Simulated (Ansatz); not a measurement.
# BeS in Ansatz: the effect of functional

Crystal: BeS.

```
S Be
1.0
     0.00000    2.39223    2.39223
     2.39223    0.00000    2.39223
     2.39223    2.39223    0.00000
S Be
1 1
Cartesian
  3.5883 3.5883 3.5883
  0.0000 0.0000 0.0000
```

The cell isn't the ideal one: volume scaled by 0.96.

Alike in all runs:

| Quantity | Value |
| --- | --- |
| Program | Ansatz 0.2.0 |
| Task | single point |
| Potentials or basis | Ansatz PAW |
| k mesh | 9 × 9 × 9 |
| Occupations | fermi-dirac, width 0.05 eV |
| Spin | no spin polarisation |

Q: One run gave: gap on the mesh 3.57 eV; pressure 5.6 GPa. Which functional did it use?
A. PBEsol
B. r2SCAN
C. LDA

A: B.

```tsv
functional	cutoff	gap on the mesh (eV)	pressure (GPa)
LDA	420 eV (not typed: the program's choice for these potentials)	2.91	0.8
PBEsol	420 eV (not typed: the program's choice for these potentials)	2.93	3.5
r2SCAN	500 eV (not typed: the program's choice for these potentials)	3.57	5.6
```

Caveats: odd divisions of the mesh miss points on the zone boundary, where band edges often lie, so the gap on the mesh can be too wide; the PAW data sets come from PBE, with cores solved anew for the run's functional, which leaves a small shift of forces and pressure.

A k mesh can miss the band edges.

Runs at the PBE level aren't shown here.
